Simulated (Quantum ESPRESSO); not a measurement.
## WS2: single point with PBEsol+U

WS2:

```
CELL_PARAMETERS angstrom
1.57900 0.91164 6.16333
-1.57900 0.91164 6.16333
0.00000 -1.82327 6.16333
ATOMIC_POSITIONS crystal
W 0.00000 0.00000 0.00000
S 0.58100 0.58100 0.58100
S 0.75030 0.75030 0.75030
```

Measurements of this composition are mostly on another form, of space group No. 194.

```
Program             : Quantum ESPRESSO 7.5
Task                : single point
Functional          : PBEsol
Potentials or basis : GBRV 1.5 PBEsol
Cutoff              : 762 eV
Density cutoff      : 6095 eV
k mesh              : 10 × 10 × 10
Occupations         : fermi-dirac, width 0.05 eV
Spin                : no spin polarisation
Hubbard terms       : W d U = 1 eV
```

```
Pressure               : -0.3 GPa
Largest force          : 0.604 eV/Å
Band gap on the k mesh : 1.04 eV, indirect (least direct gap 2.20 eV)
```

Forces in eV/Å, atoms in the order of the input:
```
W    0.000  0.000 -0.604
S    0.000  0.000  0.334
S    0.000  0.000  0.270
```

Stress tensor (GPa, compression positive):
```
-0.70  0.00  0.00
 0.00 -0.70  0.00
 0.00  0.00  0.37
```

Levels at points of the mesh, in eV from the valence-band top:
```tsv
k point	band 10	band 11	band 12	band 13	band 14	band 15	band 16	band 17
(0.00, 0.00, 0.00)	-2.25	-2.25	-1.54	-1.23	2.22	2.22	2.57	2.57
(0.00, 0.00, -0.50)	-4.13	-2.54	-1.78	-1.73	2.31	2.58	3.61	3.91
(0.00, -0.50, -0.50)	-4.04	-3.15	-1.98	-1.55	2.27	2.70	3.21	4.42
(-0.50, -0.50, -0.50)	-3.54	-2.21	-2.21	0.00	2.34	2.34	2.41	2.41
```

Eigenvalues of the final occupation matrices:
```csv
site,spin,trace,eigenvalues
W 1 5d,each,2.43,0.45 0.45 0.49 0.49 0.55
```

Run time: 2.8 min on 2 MPI ranks on Arm Neoverse V2, with other jobs on the host, peak memory 0.68 GiB a rank.

Caveat: spin-orbit coupling is left out, which moves the levels of the heavy elements. A k mesh can miss the band edges.
